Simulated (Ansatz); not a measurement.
Born–Oppenheimer molecular dynamics of a periodic cell of 28 atoms, ZnInGaO4 (start crystal ZnInGaO4, start structure R3m, volume 1.15 times the crystal's). It starts from an unrelaxed structure (largest force component 0.27 eV/Å).

The calculation used DFT PBE, scalar-relativistic, plane waves, PAW in Ansatz. Settings: accuracy low, PAW set soft_1, cutoff 420 eV, k mesh 2x2x2, fermi-dirac smearing 0.17 eV, no spin polarisation.

```json
{
  "ensemble": "NVT, Langevin thermostat",
  "time step": "1.5 fs",
  "steps asked": "250",
  "set temperature": "2000 K",
  "friction": "0.02 /fs",
  "seed": "423386"
}
```

Frames 15 fs apart, positions in Å.

Velocities at 210 fs (Å/ps):

```
Zn 3.18 3.86 1.05
In -4.82 5.88 1.44
Ga 8.98 -5.89 -6.22
O 0.28 -0.32 2.60
O 27.16 5.61 -11.41
O 13.75 -21.21 -6.06
O 3.59 6.44 -2.36
Zn -3.94 -2.83 -0.39
In 2.78 -2.98 -2.47
Ga -6.54 -2.35 -3.89
O -1.69 -6.41 16.48
O -3.94 2.30 -2.47
O -4.06 3.45 18.46
O 2.97 4.81 8.59
Zn -1.38 0.50 3.33
In -5.56 -5.43 2.92
Ga -3.46 4.90 3.01
O 12.35 15.76 -8.96
O -12.56 5.31 5.88
O 12.22 -4.40 -4.28
O -15.12 20.33 1.89
Zn -4.77 -0.04 4.60
In -5.28 0.21 5.86
Ga -5.70 -3.97 2.55
O 15.27 0.34 -3.73
O -17.29 -6.09 -13.40
O -13.09 -3.57 -15.59
O 13.08 12.16 -4.38
```

```xyz
28
Lattice="-3.5209 -2.0328 9.1289 3.5209 -2.0328 9.1289 0.0000 4.0656 9.1289" Properties=species:S:1:pos:R:3 time_fs=210 energy_less_start_eV=6.994 T=2033
Zn 0.142 0.607 6.150
In 0.202 -0.200 0.194
Ga -0.437 0.144 21.773
O -0.061 0.192 7.979
O 0.111 0.031 19.197
O -0.542 0.167 3.203
O -0.607 0.105 23.633
Zn 0.072 -1.948 15.128
In -0.126 -1.942 8.687
Ga -0.724 2.193 12.592
O 0.503 -2.348 17.232
O -0.347 2.198 10.635
O -0.262 -1.920 12.599
O -0.631 2.290 14.576
Zn -1.564 0.596 15.309
In -1.863 1.214 9.051
Ga 1.382 -0.726 12.221
O -1.514 0.713 17.205
O 1.557 -0.764 10.202
O -2.217 1.045 12.478
O 1.598 -0.916 14.482
Zn 1.569 0.894 15.385
In 2.056 0.898 9.176
Ga -2.075 -1.038 12.374
O 2.036 0.943 17.221
O -1.905 -1.188 10.639
O 1.712 1.063 12.197
O -1.744 -1.039 14.376
28
Lattice="-3.5209 -2.0328 9.1289 3.5209 -2.0328 9.1289 0.0000 4.0656 9.1289" Properties=species:S:1:pos:R:3 time_fs=225 energy_less_start_eV=8.873 T=1172
Zn 0.197 0.650 6.153
In 0.110 -0.109 0.216
Ga -0.319 0.071 21.716
O 0.020 0.185 8.026
O 0.202 0.080 19.121
O -0.390 -0.114 3.225
O -0.586 0.148 23.704
Zn 0.044 -2.009 15.127
In -0.077 -1.972 8.674
Ga -0.754 2.180 12.525
O 0.379 -2.413 17.378
O -0.425 2.183 10.511
O -0.305 -1.891 12.753
O -0.525 2.337 14.647
Zn -1.564 0.664 15.358
In -1.931 1.119 9.092
Ga 1.287 -0.692 12.272
O -1.420 0.833 17.128
O 1.331 -0.787 10.278
O -2.082 1.047 12.416
O 1.448 -0.637 14.497
Zn 1.528 0.931 15.358
In 1.978 0.895 9.235
Ga -2.125 -1.065 12.404
O 2.120 1.024 17.187
O -2.028 -1.329 10.418
O 1.502 1.091 11.973
O -1.609 -0.807 14.330
28
Lattice="-3.5209 -2.0328 9.1289 3.5209 -2.0328 9.1289 0.0000 4.0656 9.1289" Properties=species:S:1:pos:R:3 time_fs=240 energy_less_start_eV=6.457 T=2117
Zn 0.242 0.653 6.186
In 0.003 -0.069 0.229
Ga -0.323 -0.017 21.754
O 0.067 0.225 7.971
O -0.071 0.178 19.240
O -0.313 -0.036 3.323
O -0.504 0.177 23.849
Zn 0.035 -2.009 15.141
In 0.002 -1.971 8.719
Ga -0.692 2.174 12.501
O 0.153 -2.207 17.133
O -0.405 2.052 10.479
O -0.317 -2.017 12.648
O -0.434 2.333 14.620
Zn -1.600 0.803 15.416
In -1.920 1.024 9.145
Ga 1.164 -0.747 12.353
O -1.479 0.769 17.190
O 1.140 -1.117 10.210
O -2.219 0.942 12.394
O 1.460 -0.688 14.393
Zn 1.574 0.978 15.288
In 1.852 0.901 9.248
Ga -2.044 -1.078 12.459
O 2.052 1.159 17.217
O -1.925 -1.311 10.556
O 1.598 1.148 11.861
O -1.703 -0.830 14.355
28
Lattice="-3.5209 -2.0328 9.1289 3.5209 -2.0328 9.1289 0.0000 4.0656 9.1289" Properties=species:S:1:pos:R:3 time_fs=255 energy_less_start_eV=7.830 T=2139
Zn 0.177 0.614 6.232
In -0.095 -0.045 0.247
Ga -0.316 -0.041 21.809
O 0.096 0.241 7.969
O -0.338 0.040 19.430
O -0.388 0.248 3.233
O -0.338 0.144 23.787
Zn 0.052 -1.980 15.115
In 0.086 -1.926 8.760
Ga -0.628 2.218 12.445
O 0.052 -1.860 16.971
O -0.270 1.809 10.377
O -0.134 -2.223 12.473
O -0.356 2.324 14.546
Zn -1.596 0.914 15.430
In -1.866 0.939 9.255
Ga 1.088 -0.827 12.437
O -1.824 0.763 17.369
O 1.187 -1.257 10.254
O -2.338 1.035 12.527
O 1.376 -0.925 14.386
Zn 1.575 1.040 15.189
In 1.757 0.885 9.306
Ga -1.980 -1.090 12.492
O 1.785 1.210 17.164
O -1.924 -1.340 10.582
O 1.832 1.052 11.954
O -1.893 -0.851 14.486
28
Lattice="-3.5209 -2.0328 9.1289 3.5209 -2.0328 9.1289 0.0000 4.0656 9.1289" Properties=species:S:1:pos:R:3 time_fs=270 energy_less_start_eV=5.905 T=2287
Zn -0.010 0.499 6.233
In -0.189 -0.038 0.297
Ga -0.318 -0.030 21.822
O -0.074 0.114 8.243
O -0.435 -0.121 19.562
O -0.470 0.239 3.086
O -0.273 0.112 23.684
Zn 0.080 -2.016 15.090
In 0.059 -1.928 8.779
Ga -0.524 2.323 12.402
O 0.005 -1.690 17.083
O -0.196 1.816 10.394
O -0.117 -2.193 12.447
O -0.282 2.172 14.374
Zn -1.557 1.007 15.395
In -1.846 0.862 9.358
Ga 1.139 -0.851 12.499
O -2.123 1.000 17.239
O 1.589 -1.321 10.362
O -2.149 1.066 12.571
O 1.383 -0.908 14.500
Zn 1.590 1.152 15.033
In 1.655 0.851 9.355
Ga -2.039 -1.125 12.520
O 1.677 1.107 17.048
O -2.022 -1.242 10.355
O 1.755 0.870 12.210
O -1.931 -0.770 14.387
28
Lattice="-3.5209 -2.0328 9.1289 3.5209 -2.0328 9.1289 0.0000 4.0656 9.1289" Properties=species:S:1:pos:R:3 time_fs=285 energy_less_start_eV=6.681 T=2098
Zn -0.145 0.420 6.138
In -0.289 -0.042 0.369
Ga -0.318 -0.087 21.786
O -0.340 -0.025 8.250
O -0.412 -0.313 19.513
O -0.350 0.124 3.010
O -0.238 0.056 23.743
Zn 0.107 -2.080 15.146
In 0.033 -1.998 8.797
Ga -0.410 2.450 12.417
O -0.129 -1.706 17.183
O -0.256 2.119 10.524
O -0.265 -1.959 12.303
O -0.137 2.052 14.287
Zn -1.471 1.133 15.316
In -1.851 0.847 9.437
Ga 1.246 -0.928 12.511
O -2.163 1.177 17.174
O 1.734 -1.183 10.267
O -1.805 1.027 12.452
O 1.487 -0.790 14.626
Zn 1.626 1.256 14.925
In 1.615 0.888 9.372
Ga -2.163 -1.117 12.577
O 1.630 1.035 17.153
O -2.038 -1.077 10.291
O 1.492 0.810 12.581
O -1.884 -0.747 14.481
28
Lattice="-3.5209 -2.0328 9.1289 3.5209 -2.0328 9.1289 0.0000 4.0656 9.1289" Properties=species:S:1:pos:R:3 time_fs=300 energy_less_start_eV=7.567 T=1951
Zn -0.171 0.470 6.016
In -0.309 -0.074 0.446
Ga -0.314 -0.172 21.731
O -0.576 -0.009 8.111
O -0.190 -0.457 19.538
O -0.306 0.198 3.092
O -0.158 0.199 23.723
Zn 0.103 -2.107 15.209
In -0.030 -2.076 8.780
Ga -0.396 2.422 12.438
O -0.375 -1.994 17.328
O -0.329 2.303 10.460
O -0.534 -1.885 12.190
O -0.041 2.137 14.357
Zn -1.415 1.249 15.249
In -1.839 0.881 9.493
Ga 1.358 -1.032 12.503
O -2.033 1.124 17.071
O 1.534 -0.820 10.245
O -1.770 0.989 12.347
O 1.564 -0.778 14.742
Zn 1.638 1.343 14.947
In 1.579 0.959 9.382
Ga -2.272 -1.025 12.539
O 1.610 1.032 17.331
O -2.064 -1.013 10.469
O 1.370 1.107 12.860
O -2.015 -0.743 14.504
28
Lattice="-3.5209 -2.0328 9.1289 3.5209 -2.0328 9.1289 0.0000 4.0656 9.1289" Properties=species:S:1:pos:R:3 time_fs=315 energy_less_start_eV=5.826 T=2241
Zn -0.184 0.559 5.916
In -0.336 -0.048 0.498
Ga -0.237 -0.253 21.628
O -0.547 -0.039 7.840
O -0.045 -0.431 19.680
O -0.397 0.246 3.296
O 0.030 0.296 23.479
Zn 0.124 -2.109 15.271
In -0.173 -2.080 8.766
Ga -0.403 2.297 12.409
O -0.566 -2.425 17.334
O -0.191 2.094 10.404
O -0.416 -2.006 12.100
O -0.108 2.315 14.460
Zn -1.429 1.266 15.181
In -1.916 0.954 9.564
Ga 1.395 -1.051 12.465
O -1.702 1.067 17.108
O 1.212 -0.797 10.380
O -1.912 1.118 12.366
O 1.605 -0.883 14.651
Zn 1.637 1.466 14.982
In 1.621 1.051 9.325
Ga -2.224 -0.878 12.481
O 1.628 1.009 17.392
O -2.233 -0.884 10.481
O 1.481 1.110 12.861
O -2.165 -0.705 14.381
```

Of the whole run (375 fs, mean temperature of the second half 2049 K): A run of 0.38 ps of so small a system gives no equilibrium averages. Limits of this set-up: coarse k mesh, low accuracy level.

Time of the run: 31 min on 4 threads of Arm Neoverse V1 (shared host), peak memory 2 GiB.
